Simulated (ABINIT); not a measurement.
The system is ZrC.

```xyz
2
Lattice="0.0000 2.3650 2.3650 2.3650 0.0000 2.3650 2.3650 2.3650 0.0000" Properties=species:S:1:pos:R:3 pbc="T T T"
Zr    2.3650    2.3650    2.3650
C     0.0000    0.0000    0.0000
```

Base run:

* Program: ABINIT 10.8.3 (patched build)
* Functional: LDA
* Potentials or basis: JTH PAW LDA v2.0
* Cutoff: 544 eV
* k mesh: 10 × 10 × 10
* Occupations: fermi-dirac, width 0.05 eV
* Spin: no spin polarisation

Its results: band gap on the k mesh none (metal or under the smearing width); pressure -12.7 GPa.

Q: After a change of settings the same cell gave: band gap on the k mesh none (metal or under the smearing width); pressure -12.3 GPa. Which change was it?
A. potentials or basis from JTH PAW LDA v2.0 to PseudoDojo NC SR LDA v0.4 stringent; cutoff from 544 eV to 1116 eV
B. functional from LDA to PW91; potentials or basis from JTH PAW LDA v2.0 to JTH PAW PBE v2.0
C. functional from LDA to HCTH407; potentials or basis from JTH PAW LDA v2.0 to JTH PAW PBE v2.0
D. functional from LDA to BLYP; potentials or basis from JTH PAW LDA v2.0 to JTH PAW PBE v2.0

A: A.

Runs at the PBE level aren't shown here.
